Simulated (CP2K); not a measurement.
## AlN: equation of state with LDA

The system is AlN.

```
Al N
1.0
     3.08863    0.00000    0.00000
     1.54432    2.67483    0.00000
     1.54432    0.89161    2.52186
Al N
1 1
Direct
  0.00000 0.00000 0.00000
  0.25000 0.25000 0.25000
```

Measurements of this composition are mostly on another form, of space group No. 186.

| Quantity | Value |
| --- | --- |
| Program | CP2K 2026.2 |
| Task | equation of state |
| Functional | LDA |
| Potentials or basis | GTH_POTENTIALS Al GTH-PADE-q3, N GTH-PADE-q5; TZVP-MOLOPT-PBE-GTH basis |
| Density cutoff | 6123 eV |
| k mesh | 10 × 10 × 10 |
| Occupations | fermi-dirac, width 0.01 eV |
| Spin | no spin polarisation |

```json
{
 "Equilibrium volume": "10.16 Å³/atom",
 "Bulk modulus": "204 GPa",
 "Pressure derivative of the bulk modulus": "3.7"
}
```

Energy against volume, from the lowest point:
| volume (Å³/atom) | energy (meV/atom) |
| --- | --- |
| 9.792 | 8.68 |
| 10.001 | 1.41 |
| 10.209 | 0.00 |
| 10.417 | 3.91 |
| 10.626 | 12.65 |
| 10.834 | 25.77 |
| 11.042 | 42.92 |

All runs of the series together: 4.3 min on 1 thread of Arm Neoverse V1, with other jobs on the host.

Caveat: the basis of atomic orbitals isn't converged, which shifts pressures, moduli and gaps.
